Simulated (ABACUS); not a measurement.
# SrO (Fm-3m) in ABACUS: single point with BLYP

Aim: the single point of SrO with BLYP.

All numbers are computed with ABACUS 3.10.1; they aren't measurements. Logs are shortened: lines on timing, memory, paths and dates and some standing lists are left out, and cuts for length are marked.

## Step 1: The crystal as given

It takes space group Fm-3m (No. 225, cubic). The conventional cell has a = 5.133 Å, b = 5.133 Å, c = 5.133 Å, α = 90.00°, β = 90.00°, γ = 90.00°. Sr (site symmetry m-3m) is surrounded by 6 O at 2.57 Å. O (site symmetry m-3m) has 6 Sr at 2.57 Å as nearest neighbours.

## Step 2: Single point, BLYP

The input, INPUT:

```
INPUT_PARAMETERS
suffix              SrO
calculation         scf
basis_type          pw
pseudo_dir          ./
symmetry            1
dft_functional      GGA_X_B88+GGA_C_LYP
ecutwfc             84
pseudo_rcut         10
nspin               1
nbands              18
ks_solver           dav
smearing_method     fd
smearing_sigma      0.00367493
scf_thr             1e-08
scf_nmax            100
mixing_type         broyden
mixing_beta         0.7
cal_force           1
cal_stress          1
out_chg             1
kpar                4
```

The input, STRU:

```
ATOMIC_SPECIES
Sr 87.6200 Sr.upf
O 15.9990 O.upf

LATTICE_CONSTANT
1.8897261246

LATTICE_VECTORS
0.0000000000 2.5663000000 2.5663000000
2.5663000000 0.0000000000 2.5663000000
2.5663000000 2.5663000000 0.0000000000

ATOMIC_POSITIONS
Direct

Sr
0.0
1
0.5000000000 0.5000000000 0.5000000000 1 1 1

O
0.0
1
0.0000000000 0.0000000000 0.0000000000 1 1 1
```

The input, KPT:

```
K_POINTS
0
Gamma
7 7 7 0 0 0
```

Potentials or basis: PseudoDojo NC SR 0.4.1 PBE standard, plane waves.

Launch:

```console
$ OMP_NUM_THREADS=1 mpirun -np 4 abacus > log
```

running log:

```text
ABACUS v3.10.1

               Atomic-orbital Based Ab-initio Computation at UStc

 ------------------------------------------------------------------------------------

 READING GENERAL INFORMATION
                           global_out_dir = OUT.SrO/
                           global_in_card = INPUT
                               pseudo_dir = ./
                              orbital_dir =
                                    DSIZE = 4
                                    GSIZE = 1
[... 5 lines left out ...]

 READING ATOM TYPE 1
                               atom label = Sr
                      L=0, number of zeta = 1
                      L=1, number of zeta = 1
                      L=2, number of zeta = 1
             number of atom for this type = 1

 READING ATOM TYPE 2
                               atom label = O
                      L=0, number of zeta = 1
                      L=1, number of zeta = 1
                      L=2, number of zeta = 1
             number of atom for this type = 1

                        TOTAL ATOM NUMBER = 2
DIRECT COORDINATES
    atom                   x                   y                   z     mag                  vx                  vy                  vz
taud_Sr1            0.5000000000        0.5000000000        0.5000000000  0.0000        0.0000000000        0.0000000000        0.0000000000
taud_O1            0.0000000000        0.0000000000        0.0000000000  0.0000        0.0000000000        0.0000000000        0.0000000000

                          Volume (Bohr^3) = 228.112
                             Volume (A^3) = 33.8027

 Lattice vectors: (Cartesian coordinate: in unit of a_0)
                   +0             +2.5663             +2.5663
              +2.5663                  +0             +2.5663
              +2.5663             +2.5663                  +0
 Reciprocal vectors: (Cartesian coordinate: in unit of 2 pi/a_0)
            -0.194833           +0.194833           +0.194833
            +0.194833           -0.194833           +0.194833
            +0.194833           +0.194833           -0.194833
 The esolver type has been set to : ksdft_pw

                PAO radial cut off (Bohr) = 10

 Read in pseudopotential file is Sr.upf
                     pseudopotential type = NC
          exchange-correlation functional = PBE
                 nonlocal core correction = 1
                        valence electrons = 10
                                     lmax = 2
                           number of zeta = 3
                     number of projectors = 6
                           L of projector = 0
                           L of projector = 0
                           L of projector = 1
                           L of projector = 1
                           L of projector = 2
                           L of projector = 2
 XC functional updated to : GGA_X_B88+GGA_C_LYP
          exchange-correlation functional = GGA_X_B88+GGA_C_LYP
                PAO radial cut off (Bohr) = 10

 Read in pseudopotential file is O.upf
                     pseudopotential type = NC
          exchange-correlation functional = PBE
                 nonlocal core correction = 1
                        valence electrons = 6
                                     lmax = 2
                           number of zeta = 2
                     number of projectors = 5
                           L of projector = 0
                           L of projector = 0
                           L of projector = 1
                           L of projector = 1
                           L of projector = 2
 XC functional updated to : GGA_X_B88+GGA_C_LYP
          exchange-correlation functional = GGA_X_B88+GGA_C_LYP
     initial pseudo atomic orbital number = 9

 SETUP THE ELECTRONS NUMBER
            electron number of element Sr = 10
      total electron number of element Sr = 10
             electron number of element O = 6
       total electron number of element O = 6
            AUTOSET number of electrons:  = 16
                           occupied bands = 8
                                   NBANDS = 18
                                   NLOCAL = 18

%%%%%%%%%%%%%%%%%%%%%%%%%%%%%%%%%%%%%%%%%%%%%%%%%%%%%%%%%%%%%%%%%%%%%%%%%%%%%%%%%%%%%%%%%%%%%%%%%%%%%%%%%%
 Warning: the number of valence electrons in pseudopotential > 2 for Sr: [Kr] 5s2
 Pseudopotentials with additional electrons can yield (more) accurate outcomes, but may be less efficient.
 If you're confident that your chosen pseudopotential is appropriate, you can safely ignore this warning.
%%%%%%%%%%%%%%%%%%%%%%%%%%%%%%%%%%%%%%%%%%%%%%%%%%%%%%%%%%%%%%%%%%%%%%%%%%%%%%%%%%%%%%%%%%%%%%%%%%%%%%%%%%

 SETUP THE PLANE WAVE BASIS
 energy cutoff for charge/potential (unit:Ry) = 336
            fft grid for charge/potential = [ 45, 45, 45 ]
                        fft grid division = [ 1, 1, 1 ]
        big fft grid for charge/potential = [ 45, 45, 45 ]
                                     nbxx = 91125
                                     nrxx = 91125

 SETUP PLANE WAVES FOR CHARGE/POTENTIAL
                    number of plane waves = 23589
                         number of sticks = 1075

[... 38 lines left out ...]
Original cell was already a primitive cell.
                        ROTATION MATRICES = 48
              PURE POINT GROUP OPERATIONS = 48
                   SPACE GROUP OPERATIONS = 48
                              POINT GROUP = O_h
               POINT GROUP IN SPACE GROUP = O_h

 SETUP K-POINTS
                                    nspin = 1
                   Input type of k points = Monkhorst-Pack(Gamma)
                                   nkstot = 343
                       right hand lattice = 1
(for reciprocal lattice: )
                             BRAVAIS TYPE = 2
                     BRAVAIS LATTICE NAME = 02. Cubic I (body-centered)
                                    ibrav = 2
                       right hand lattice = 1
(for k-lattice: )
                             BRAVAIS TYPE = 2
                     BRAVAIS LATTICE NAME = 02. Cubic I (body-centered)
                                    ibrav = 2
                       right hand lattice = 1
                        ROTATION MATRICES = 48
                               nkstot_ibz = 20
K-POINTS REDUCTION ACCORDING TO SYMMETRY
     IBZ    DIRECT_X    DIRECT_Y    DIRECT_Z  WEIGHT  ibz2bz
       1  0.00000000  0.00000000  0.00000000  0.0029       0
       2  0.14285714  0.14285714  0.14285714  0.0233       1
       3  0.28571429  0.28571429  0.28571429  0.0233       2
       4  0.42857143  0.42857143  0.42857143  0.0233       3
       5  0.14285714  0.14285714  0.00000000  0.0175       8
       6  0.28571429  0.14285714  0.28571429  0.0700       9
[... 12 lines left out ...]
      19 -0.42857143  0.42857143  0.14285714  0.0700      74
      20 -0.28571429  0.42857143  0.28571429  0.0700      75

                               nkstot now = 20
[... K-POINTS DIRECT COORDINATES: 20 rows ...]

           k-point number in this process = 5
       minimum distributed K point number = 5
[... stars of the k points ...]

[... K-POINTS CARTESIAN COORDINATES: 5 rows ...]

[... K-POINTS DIRECT COORDINATES: 5 rows ...]

 SETUP PLANE WAVES FOR WAVE FUNCTIONS
     energy cutoff for wavefunc (unit:Ry) = 84
              fft grid for wave functions = [ 45, 45, 45 ]
                    number of plane waves = 3479
                         number of sticks = 301

 PARALLEL PW FOR WAVE FUNCTIONS
     PROC   COLUMNS(POT)             PW
        1            301           3479
 --------------- sum -------------------
        1            301           3479

 SETUP NONLOCAL PSEUDOPOTENTIALS IN PLANE WAVE BASIS
 Sr non-local projectors:
 projector 1 L=0
 projector 2 L=0
 projector 3 L=1
 projector 4 L=1
 projector 5 L=2
 projector 6 L=2
 O non-local projectors:
 projector 1 L=0
 projector 2 L=0
 projector 3 L=1
 projector 4 L=1
 projector 5 L=2
      TOTAL NUMBER OF NONLOCAL PROJECTORS = 31

 Init Non-Local PseudoPotential table :
 Init Non-Local-Pseudopotential done.

                                     npwx = 2975

 Make real space PAO into reciprocal space.
       max mesh points in Pseudopotential = 1001
     dq(describe PAO in reciprocal space) = 0.01
                                    max q = 1104

 number of pseudo atomic orbitals for Sr is 3
WARNING: norm of atomic wavefunction # 3 of atomic type Sr is 0.997913, renormalized

 number of pseudo atomic orbitals for O is 2

 -------------------------------------------
 SELF-CONSISTENT
 -------------------------------------------
                                 init_chg = atomic

 PW ALGORITHM --------------- ION=   1  ELEC=   1--------------------------------

 Density error is 0.676096605012
                          Error Threshold = 0.01
----------------------------------------------------------
     Energy           Rydberg                 eV
----------------------------------------------------------
 E_KohnSham     -101.3290926112      -1378.6530326822
 E_Harris       -98.3526427406       -1338.1563546310
 E_Fermi        0.7735082580         10.5241197586
----------------------------------------------------------
[... 75 lines left out ...]
 Density error is 3.03809472244e-09
                          Error Threshold = 3.99538395837e-09
----------------------------------------------------------
     Energy           Rydberg                 eV
----------------------------------------------------------
 E_KohnSham     -101.6318780992      -1382.7726405900
 E_KS(sigma->0) -101.6318780992      -1382.7726405900
 E_Harris       -101.6318259981      -1382.7719317183
 E_band         -3.6459951412        -49.6063088010
 E_one_elec     -15.3697955344       -209.1167963629
 E_Hartree      16.6726473711        226.8430049910
 E_xc           -25.1645486616       -342.3812493959
 E_Ewald        -77.7701812742       -1058.1175998222
 E_entropy(-TS) -0.0000000000        -0.0000000000
 E_descf        0.0000000000         0.0000000000
 E_exx          0.0000000000         0.0000000000
 E_Fermi        0.7997154451         10.8806868321
----------------------------------------------------------

 charge density convergence is achieved
 final etot is -1382.7726406 eV
 EFERMI = 10.880686832 eV

 STATE ENERGY(eV) AND OCCUPATIONS    NSPIN == 1
 1/5 kpoint (Cartesian) = 0.0000 0.0000 0.0000 (2975 pws)
       1       -23.8873     0.00583090
       2       -6.56134     0.00583090
       3       -5.51920     0.00583090
       4       -5.51920     0.00583090
       5       -5.51920     0.00583090
       6        8.46265     0.00583090
[... 79 lines left out ...]
       6        7.58909      0.0349854
[... 10 lines left out ...]
      17        30.1131        0.00000
      18        30.8739        0.00000

------------------------------------------------------------------------------------------
 TOTAL-FORCE (eV/Angstrom)
------------------------------------------------------------------------------------------
                       Sr1         0.0000000000         0.0000000000         0.0000000000
                        O1         0.0000000000         0.0000000000         0.0000000000
------------------------------------------------------------------------------------------

----------------------------------------------------------------
 TOTAL-STRESS (KBAR)
----------------------------------------------------------------
        62.3464514816        -0.0000000000         0.0000000000
        -0.0000000000        62.3464514816         0.0000000000
        -0.0000000000         0.0000000000        62.3464514816
----------------------------------------------------------------
 TOTAL-PRESSURE: 62.346451 KBAR

 --------------------------------------------
 !FINAL_ETOT_IS -1382.7726405900248210 eV
 --------------------------------------------
```

Run time: 5.8 s. Hardware: 4 MPI ranks of Intel Xeon Platinum 8375C at 2.90GHz (Ice Lake), shared host; peak memory 0.36 GiB.

What came out:

```
Free energy            : -1382.7726 eV
Pressure               : 6.2 GPa
Band gap on the k mesh : 3.53 eV, indirect (least direct gap 3.61 eV)
```

Caveat: the potentials were made for another functional, which shifts forces and pressure; an odd mesh through Γ misses points on the zone boundary, where band edges often lie.
